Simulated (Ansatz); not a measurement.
# KCl (Pm-3m) in Ansatz: notebook

One crystal, KCl, is run at these levels: LDA, PBE, PBEsol, r2SCAN; tasks: band structure, single point, equation of state.

Everything below comes from runs of Ansatz 0.2.0. Logs are shortened: lines on timing, memory, paths and dates and some standing lists are left out, and cuts for length are marked.

## (1) The structure

Symmetry: Pm-3m, No. 221, cubic system. Conventional cell: a = 3.839 Å, b = 3.839 Å, c = 3.839 Å, α = 90.00°, β = 90.00°, γ = 90.00°. K (site symmetry m-3m) is surrounded by 8 Cl at 3.32 Å. Cl (site symmetry m-3m) has 8 K at 3.32 Å as nearest neighbours.

Measurements of this composition are mostly on another form, of space group No. 225.

## (2) Band structure, LDA

File input.yaml:

```yaml
crystal:
  lattice:
    - [3.839196, 0.0, 0.0]
    - [0.0, 3.839196, 0.0]
    - [0.0, 0.0, 3.839196]
  atoms:
    - { symbol: K, position: [0.0, 0.0, 0.0] }
    - { symbol: Cl, position: [0.5, 0.5, 0.5] }
hamiltonian:
  xc: lda
  pseudopotentials: { kind: paw }
kpoints:
  mp_grid: { grid: [7, 7, 7] }
  band_path:
    path:
      - [[0.0, 0.0, 0.0], [0.0, 0.5, 0.0], [0.5, 0.5, 0.0], [0.0, 0.0, 0.0], [0.5, 0.5, 0.5], [0.0, 0.5, 0.0]]
      - [[0.5, 0.5, 0.0], [0.5, 0.5, 0.5]]
    npoints: 14
scf:
  occupations: { method: fermi_dirac, width: 0.05 }
  n_extra_bands: 6
output:
  forces: true
  stress: true
  eigenvalues: true
  fatbands: true
```

Potentials or basis: Ansatz PAW.

On the command line:

```sh
$ ansatz run input.yaml --threads 2 --pin off --max-ram 5632MiB --backend cpu --events-out ev --progress --plain --runs-dir out
```

What it wrote:

```text
Warning: RAYON_NUM_THREADS=2 ignored (pool sized by the plan → 2); use --threads N
scf.n_extra_bands = 6 over 8 filled bands (N_el = 16.0): the run solves 14 bands
Engine: ansatz 0.2.0, x86_64-unknown-linux-gnu
Pseudopotentials: kind: paw
Pseudopotential: K, paw, valence charge 9, recommended cutoff 420 eV (normal), K.paw.azcp
Pseudopotential: Cl, paw, valence charge 7, recommended cutoff 420 eV (normal), Cl.paw.azcp
Functional definition: SPW92
  exchange = slater_x
  correlation = pw_c
Crystal: 2 atoms, lattice volume = 56.588 Å³
Basis set: ecut = 420 eV, 1141 PW (Γ)
Bands: 14, of which v1, the nominal top of the filled ones, is band 8 counted from 1 (7 counted from 0)
Symmetry: 48 space group operations
Space group: Pm-3m (ITA 221), of the structure as read, at distance tolerance 3.8e-5 Å
k-points: 20 of 343
Non-local potential: K, projectors of the file, l = 0: 3, l = 1: 2, l = 2: 2
Non-local potential: Cl, projectors of the file, l = 0: 2, l = 1: 2, l = 2: 2
PAW form: soft (Blöchl's): semilocal exchange-correlation on the pseudo side does not see the compensation charge
PAW frozen core: K, regenerated for the run's functional, and the local potential with it (the file was generated under x = pbe(κ = 0.804, μ = 0.2195149727645171), c = pbe(β = 0.06672455060314922))
PAW frozen core: Cl, regenerated for the run's functional, and the local potential with it (the file was generated under x = pbe(κ = 0.804, μ = 0.2195149727645171), c = pbe(β = 0.06672455060314922))
PAW one-centre angular grid: K, 110 points (default); XC on 64 Gauss nodes
PAW one-centre angular grid: Cl, 110 points (default); XC on 64 Gauss nodes
Initial density: superposition of atomic densities (neutral atoms: chi_scale 0, normalization atom), corrected by the library's trained network
Initial wavefunctions: pseudopotential atomic-orbital guess
Functional: x = slater, c = lda
SCF iter   1: F=—  HF=-2544.142345 eV  |F-HF|=—  |Δ(HF+E_count)|=         —  Δρ=6.68e-3  dr2=2.62e-2  ethr=1.77e-3  ⟨swp⟩=6.2  Hψ=1705  notcnv=0
preconditioner: auto → none  [insulator: Δε(μ)=4.247 eV  Ē_g=15.484 eV  σ=0.050 eV  W_gap=1.00  n_scr=6 (ndim 8)  ℏωp=18.5 eV  f_vac=0.011  D(μ)=0.00/eV (n_scr^D=0)  ε∞_Penn≈2.4]
SCF iter   2: F=—  HF=-2544.133310 eV  |F-HF|=—  |Δ(HF+E_count)|=   9.03e-3  Δρ=3.00e-3  dr2=2.23e-3  ethr=1.64e-4  ⟨swp⟩=2.1  Hψ=584  notcnv=0  defer=29
SCF iter   3: F=—  HF=-2544.132636 eV  |F-HF|=—  |Δ(HF+E_count)|=   6.74e-4  Δρ=1.10e-3  dr2=3.64e-4  ethr=1.39e-5  ⟨swp⟩=2.5  Hψ=390  notcnv=0  defer=29
SCF iter   4: F=—  HF=-2544.132526 eV  |F-HF|=—  |Δ(HF+E_count)|=   1.11e-4  Δρ=7.98e-5  dr2=3.21e-6  ethr=2.28e-6  ⟨swp⟩=1.9  Hψ=338  notcnv=0  defer=29
SCF iter   5: F=—  HF=-2544.132526 eV  |F-HF|=—  |Δ(HF+E_count)|=   1.68e-7  Δρ=1.49e-5  dr2=2.61e-8  ethr=2.00e-8  ⟨swp⟩=2.7  Hψ=394  notcnv=0  defer=29
SCF iter   6: F=-2544.132526 eV  HF=-2544.132526 eV  |F-HF|=5.55e-10  |Δ(HF+E_count)|=   4.09e-9  Δρ=1.20e-6  dr2=9.27e-10  ethr=1.63e-10  ⟨swp⟩=5.0  Hψ=1318  notcnv=0
SCF 1 converged in 6 iterations: F = -2544.132526 eV  dr2 = 9.27e-10
NSCF: frozen V_eff on 86 k-points
SCF converged after 6 iterations
Free energy (F): -2544.132526 eV
Harris-Foulkes:  -2544.132526 eV  (|F-HF|=5.55e-10)
Internal energy: -2544.132526 eV  (E = F + TS)
E sigma→0 (E₀):  -2544.132526 eV
Fermi energy:    4.116396 eV
--- Per-component energies (eV) ---
  E_band       = -123.424919
  E_kinetic    = 414.090946
  E_local      = -762.971162  (includes V_loc(G=0)·N_el)
  E_nonlocal   = 45.420914
  E_hartree    = 246.799588
  E_xc         = -238.877771
  E_vxc        = -284.974471  (∫ρ·V_xc dr)
  E_paw        = -1367.831682  (= ΣΔE_a)
  E_vpaw       = -28.591162  (= ΣTr[D̂ρ^β])
  E_aug_tail   = 0.000096  (compensation charges beyond the density's cutoff)
  E_ewald      = -881.211446
  E_core_change = 0.447992  (= ΣΔE_core)
  E_smearing   = -0.000000  (= −TS)
  E_closure    = -0.000000  (closes the sum)
  Σ components = -2544.132526   (vs F -2544.132526, Δ=0.00e0)
--- Forces (eV/Å), atoms counted from 1 ---
  atom   1  K      0.00000000    -0.00000000    -0.00000000
  atom   2  Cl     0.00000000    -0.00000000     0.00000000
  max |Σ_I F_I| component: 1.20e-30 eV/Å
--- Stress (GPa, compression-positive) ---
       -3.150399       0.000000       0.000000
        0.000000      -3.150399       0.000000
        0.000000       0.000000      -3.150399
  P = ⅓ Tr σ = -3.1504 GPa (-31.504 kbar)
--- Band table (eV; the first three rows and the last of 20) ---
  k-point 0: bands = ["-25.8543", "-10.6439", "-9.4340", "-9.4340", "-9.4340", "1.6581", "1.6581", "1.6581", "6.2322", "8.1109", "8.1109", "12.2831", "12.2831", "12.2831"]
  k-point 1: bands = ["-25.8504", "-10.6755", "-9.4278", "-9.4278", "-9.4109", "1.2636", "1.6565", "1.6565", "6.7125", "8.2775", "8.5193", "12.2005", "12.2005", "12.3774"]
  k-point 2: bands = ["-25.8417", "-10.7486", "-9.4139", "-9.4139", "-9.3529", "0.5534", "1.6520", "1.6520", "7.7646", "8.7487", "9.3995", "12.0915", "12.0915", "12.6151"]
  k-point 19: bands = ["-25.7990", "-10.2556", "-9.6074", "-9.6074", "-9.6068", "0.5572", "0.5572", "0.5927", "9.9032", "10.2031", "10.2031", "11.3746", "11.5252", "11.5252"]
```

Wall time 0.63 s (2 threads of AMD EPYC 9R45 (Zen 5), shared host); peak memory 0.32 GiB.

What came out:

```
Free energy             : -2544.1325 eV
Pressure                : -3.2 GPa
Band gap on the k mesh  : 4.39 eV, indirect (least direct gap 4.57 eV)
Band gap along the path : 4.36 eV, indirect (least direct gap 4.57 eV)
```

Levels at the corners of the path, in eV from the valence-band top:
| point | band 6 | band 7 | band 8 | band 9 | band 10 | band 11 |
| --- | --- | --- | --- | --- | --- | --- |
| Γ | -0.21 | -0.21 | -0.21 | 4.36 | 6.24 | 6.24 |
| X | -1.85 | -0.22 | -0.22 | 7.30 | 7.61 | 7.90 |
| M | -1.24 | -1.24 | 0.00 | 5.81 | 6.97 | 8.68 |
| Γ | -0.21 | -0.21 | -0.21 | 4.36 | 6.24 | 6.24 |
| R | -1.37 | -1.37 | -1.37 | 8.40 | 8.40 | 8.40 |
| X | -1.85 | -0.22 | -0.22 | 7.30 | 7.61 | 7.90 |
| M | -1.24 | -1.24 | 0.00 | 5.81 | 6.97 | 8.68 |
| R | -1.37 | -1.37 | -1.37 | 8.40 | 8.40 | 8.40 |

Caveat: the PAW data sets come from PBE, with cores solved anew for the run's functional, which leaves a small shift of forces and pressure.

## (3) Band structure, PBE

Changes to input.yaml since step 2:

```diff
@@ -9,3 +9,3 @@
 hamiltonian:
-  xc: lda
+  xc: pbe
   pseudopotentials: { kind: paw }
@@ -25,2 +25,6 @@
   eigenvalues: true
-  fatbands: true
+  fatbands: false
+  write_density: true
+  write_potential: true
+  elf: true
+  volumetric_format: npy
```

Potentials or basis: Ansatz PAW.

On the command line:

```sh
$ ansatz run input.yaml --threads 2 --pin off --max-ram 5632MiB --backend cpu --events-out ev --progress --plain --runs-dir out
```

It took 0.5 s on 2 threads of AMD EPYC 9R45 (Zen 5), shared host; peak memory 0.35 GiB.

The run converged. Its results:

* Free energy: -2621.0699 eV
* Pressure: -0.1 GPa
* Band gap on the k mesh: 4.82 eV, indirect (least direct gap 5.00 eV)
* Band gap along the path: 4.80 eV, indirect (least direct gap 5.00 eV)

Levels at the corners of the path, in eV from the valence-band top:
```
point  band 5  band 6  band 7  band 8  band 9  band 10  band 11  band 12
    Γ  -11.44   -0.20   -0.20   -0.20    4.80     6.56     6.56    10.56
    X  -11.29   -1.75   -0.21   -0.21    7.69     7.90     8.24    10.05
    M  -11.39   -1.19   -1.19    0.00    6.18     7.27     8.90     8.90
    Γ  -11.44   -0.20   -0.20   -0.20    4.80     6.56     6.56    10.56
    R  -11.61   -1.31   -1.31   -1.31    8.77     8.77     8.77     9.85
    X  -11.29   -1.75   -0.21   -0.21    7.69     7.90     8.24    10.05
    M  -11.39   -1.19   -1.19    0.00    6.18     7.27     8.90     8.90
    R  -11.61   -1.31   -1.31   -1.31    8.77     8.77     8.77     9.85
```

As with any semilocal functional, this PBE gap is likely too small.

## (4) Band structure, PBEsol

Changes to input.yaml since step 3:

```diff
@@ -9,3 +9,3 @@
 hamiltonian:
-  xc: pbe
+  xc: pbesol
   pseudopotentials: { kind: paw }
@@ -26,5 +26 @@
   fatbands: false
-  write_density: true
-  write_potential: true
-  elf: true
-  volumetric_format: npy
```

On the command line:

```sh
$ ansatz run input.yaml --threads 2 --pin off --max-ram 5632MiB --backend cpu --events-out ev --progress --plain --runs-dir out
```

Run time: 0.53 s. Hardware: 2 threads of AMD EPYC 9R45 (Zen 5), shared host; peak memory 0.34 GiB.

Results (log left out):

- Free energy: -2580.6118 eV
- Pressure: -1.4 GPa
- Band gap on the k mesh: 4.64 eV, indirect (least direct gap 4.83 eV)
- Band gap along the path: 4.62 eV, indirect (least direct gap 4.83 eV)

Levels at the corners of the path, in eV from the valence-band top:
```
point  band 6  band 7  band 8  band 9  band 10  band 11
    Γ   -0.21   -0.21   -0.21    4.62     6.44     6.44
    X   -1.80   -0.22   -0.22    7.51     7.82     8.13
    M   -1.22   -1.22    0.00    6.04     7.15     8.84
    Γ   -0.21   -0.21   -0.21    4.62     6.44     6.44
    R   -1.34   -1.34   -1.34    8.61     8.61     8.61
    X   -1.80   -0.22   -0.22    7.51     7.82     8.13
    M   -1.22   -1.22    0.00    6.04     7.15     8.84
    R   -1.34   -1.34   -1.34    8.61     8.61     8.61
```

Caveat: the PAW data sets come from PBE, with cores solved anew for the run's functional, which leaves a small shift of forces and pressure. As with any semilocal functional, this PBEsol gap is likely too small.

[end of part 1 of 2]
